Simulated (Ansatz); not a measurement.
## An O vacancy in corundum Al2O3, 119 atoms, charge 0

All numbers come from Ansatz (PAW, plane waves, no spin–orbit coupling) at the single k point (¼, ¼, ¼) without its symmetry partners. The atoms were relaxed with PBEsol in a fixed cell; other functionals are single points on those atoms unless said otherwise. The valence top and gap of the host come from its small cell on a dense mesh, with the band extrema sought between the mesh points, lined up by the mean potential, PBEsol gap 6.03 eV, HSE06 gap 7.99 eV.

Relaxed structure:

```xyz
119
Lattice="9.5479 0.0000 0.0000 -4.7739 8.2687 0.0000 0.0000 0.0000 13.0136" Properties=species:S:1:pos:R:3 pbc="T T T"
Al    2.3851    1.3796    2.4114
Al   -0.0017    5.5140    2.4104
Al    7.1574    1.3817    2.4127
Al    4.7712    5.5110    2.4129
Al    0.0003    2.7563    0.2409
Al   -2.3879    6.8905    0.2433
Al    4.7718    2.7566    0.2428
Al    2.3870    6.8902    0.2422
Al   -0.0037    2.7576    4.0933
Al   -2.3884    6.8942    4.0908
Al    4.7707    2.7530    4.1100
Al    2.3818    6.8955    4.0909
Al   -0.0038    2.7544    6.7495
Al   -2.3852    6.8916    6.7481
Al    4.7242    2.8316    6.8059
Al    2.3815    6.8921    6.7465
Al    9.5419    0.0038    4.5801
Al    7.1597    4.1361    4.5793
Al    4.7717    0.0072    4.5841
Al    2.3817    4.1366    4.5782
Al    9.5460    0.0004    1.9231
Al    7.1587    4.1356    1.9237
Al    4.7717    0.0015    1.9252
Al    2.3861    4.1338    1.9236
Al    9.5456    0.0035    8.4313
Al   -2.3852    4.1316    8.4329
Al   -0.0018    8.2659    8.4297
Al    2.4731    4.1303    8.3746
Al    0.0016    0.0015   11.0891
Al   -2.3824    4.1337   11.0893
Al    0.0009    8.2676   11.0864
Al    2.3837    4.1312   11.0698
Al    2.3857    1.3768    8.9181
Al    0.0181    5.4968    8.9197
Al    7.1583    1.3775    8.9179
Al    4.7810    5.5222    8.9247
Al    2.3845    1.3776    6.2613
Al   -0.0016    5.5113    6.2617
Al    7.1354    1.3874    6.2600
Al    4.7765    5.5240    6.2548
Al    2.3871    1.3785   12.7679
Al    0.0026    5.5126   12.7668
Al    7.1607    1.3784   12.7690
Al    4.7721    5.5107   12.7667
Al    0.0050    2.7591   10.5953
Al   -2.3825    6.8887   10.5995
Al    4.7765    2.7541   10.6011
Al    2.3867    6.8919   10.5995
O     1.4563    0.0016    3.2520
O    -0.9295    4.1365    3.2525
O     6.2311    0.0031    3.2519
O     3.8448    4.1335    3.2556
O     3.1156    0.1138    1.0838
O     0.7295    4.2491    1.0830
O     7.8893    0.1141    1.0836
O     5.5024    4.2484    1.0828
O     8.8143    1.2656    3.2523
O     6.4290    5.4015    3.2528
O     4.0394    1.2660    3.2537
O     1.6557    5.4009    3.2532
O     1.6526    2.8713    3.2511
O    -0.7314    7.0053    3.2529
O     6.4267    2.8736    3.2553
O     4.0407    7.0043    3.2544
O     0.9256    1.3782    1.0827
O    -1.4609    5.5127    1.0828
O     5.6997    1.3794    1.0834
O     3.3129    5.5121    1.0836
O     1.6522    0.1079    7.5897
O    -0.7308    4.2463    7.5894
O     6.4276    0.1135    7.5896
O     0.7254    1.4923    5.4209
O    -1.6620    5.6273    5.4241
O     5.4903    1.5005    5.4220
O     3.1163    5.6224    5.4287
O    -1.4666    2.7582    5.4223
O    -3.8485    6.8959    5.4213
O     3.3017    2.7627    5.4229
O     0.9246    6.8909    5.4193
O    -0.7306    1.4921   11.9271
O    -3.1173    5.6246   11.9256
O     4.0451    1.4899   11.9288
O     1.6597    5.6254   11.9241
O     7.8898    2.8692    9.7602
O    -4.0405    7.0070    9.7581
O     3.1264    2.8638    9.7563
O     0.7326    7.0008    9.7569
O     3.1156    2.6427    1.0833
O     0.7296    6.7779    1.0830
O     7.8897    2.6438    1.0834
O     5.5023    6.7766    1.0831
O     3.8408    1.3747    7.5920
O     1.4691    5.5074    7.5844
O     8.6127    1.3789    7.5903
O     6.2213    5.5039    7.5912
O     1.6548    2.6367    7.5872
O    -0.7278    6.7717    7.5890
O     6.4191    2.6494    7.5945
O     4.0409    6.7632    7.5877
O     0.7248    4.0215    5.4189
O    -1.6604    8.1552    5.4212
O     5.4956    4.0327    5.4231
O     3.1113    8.1571    5.4234
O     1.4615    2.7545   11.9260
O    -0.9261    6.8896   11.9275
O     6.2343    2.7573   11.9267
O     3.8480    6.8911   11.9269
O    -1.4594    8.2664    9.7585
O     0.9390    4.1283    9.7571
O     3.3151    8.2662    9.7552
O     5.6958    4.1332    9.7508
O     0.7296    1.2628    9.7580
O    -1.6544    5.3962    9.7558
O     5.5051    1.2615    9.7604
O     3.1295    5.3987    9.7556
O    -0.7280    4.0208   11.9277
O    -3.1158    8.1538   11.9278
O     4.0423    4.0196   11.9243
O     1.6579    8.1550   11.9270
```

Chemical potentials μ are those of reference phases of the elements at zero temperature by the same functional (the usual solids, diamond for C, grey Sn, and the molecules H2, N2, O2, F2, Cl2, Br2 and S8).

| functional | E(defect) − E(host) − Σ nμ + q·E_VBM (eV) | monopole (eV) | alignment (eV) | formation energy at E_F = VBM (eV) | moment (μB) | wall time, shared host |
| --- | --- | --- | --- | --- | --- | --- |
| PBEsol | 6.96 | 0.00 | 0.00 | 6.96 | 0 (no spin) | 31 s on NVIDIA H100 (relaxation) |
| HSE06 | 7.19 | 0.00 | 0.00 | 7.19 | 0 (no spin) | 2.3 min on NVIDIA H100 |

HSE06 one-electron levels near the gap (the ten most localised at most), from the host's valence top:

```csv
level (eV),spin,filling,atoms sharing it,element of the atom with most weight
-0.19,both,2.00,65.0,spread
-0.17,both,2.00,65.5,spread
-0.09,both,2.00,69.7,spread
2.96,both,2.00,8.8,Al
```

All elements are taken at their own reference at once; growth conditions in equilibrium with the host shift these energies, by up to the host's formation enthalpy.

One k point and a cell of this size can leave errors of several tenths of an eV in such numbers.
